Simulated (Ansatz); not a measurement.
**Sr: course of a relaxation**

These are results of DFT PBEsol, scalar-relativistic, plane waves, PAW in Ansatz, not measurements. Settings: 420 eV cutoff, 12×12×10 k-mesh, Gaussian smearing of 0.10 eV, no spin polarisation.

What was changed: biaxial strain in the a-b plane, c and atoms relaxed: -2.0 %.

Command:

```bash
ansatz run input.yaml --threads 1 --pin off --max-ram 2560MiB --backend cpu --events-out ev --progress --plain --runs-dir out
```

Input:

```yaml
crystal:
  lattice:
    - [2.8987610111, 2.8987610111, 0.0]
    - [-2.8987610111, 2.8987610111, 0.0]
    - [0.0, 0.0, 5.9868288638]
  atoms:
    - { symbol: Sr, position: [0.0, 0.0, 0.0] }
    - { symbol: Sr, position: [0.5, 0.5, 0.5] }
basis:
  ecutwfc: 420
kpoints:
  mp_grid: { grid: [12, 12, 10] }
hamiltonian:
  xc: pbesol
scf:
  occupations: { method: gaussian, width: 0.1 }
output:
  forces: true
  stress: true
  eigenvalues: true
  write_density: true
  write_potential: true
  elf: true
  volumetric_format: npy
relax:
  adjacent_minimum: "off"
  f_tol: 0.008
  max_steps: 40
  cell: { stress_tol: 0.015, fix: [a, b, gamma] }
```

F is the free energy. Steps run on the plane waves of an earlier cell, but the last one, and at times one on the way, on a freshly chosen basis, so a repeated geometry can differ a little in energy. The held parts of the cell keep their stress, so P needn't end at zero.

Steps:

| step | F − F(1) (eV) | largest force component (eV/Å) | V (Å³/atom) | P (GPa) |
| --- | --- | --- | --- | --- |
| 1 | 0.0000 | 0.000 | 50.306 | 0.40 |
| 2 | -0.0005 | 0.000 | 50.485 | 0.35 |
| 3 | -0.0012 | 0.000 | 51.034 | 0.20 |
| 4 | -0.0012 | 0.000 | 51.034 | 0.20 |

Relaxed structure:

```
CELL_PARAMETERS angstrom
2.89876 2.89876 0.00000
-2.89876 2.89876 0.00000
0.00000 0.00000 6.07350
ATOMIC_POSITIONS crystal
Sr 0.00000 0.00000 0.00000
Sr 0.50000 0.50000 0.50000
```

Symmetry: I4/mmm, No. 139, tetragonal system. The conventional cell has a = 4.099 Å, b = 4.099 Å, c = 6.073 Å, α = 90.00°, β = 90.00°, γ = 90.00°. Around Sr (site symmetry 4/mmm) lie 12 Sr at 4.10 to 4.20 Å.

The run converged. The run took 38 s on 1 thread of Intel(R) Xeon(R) Platinum 8488C (Sapphire Rapids), on a shared host, peak memory 0.57 GiB.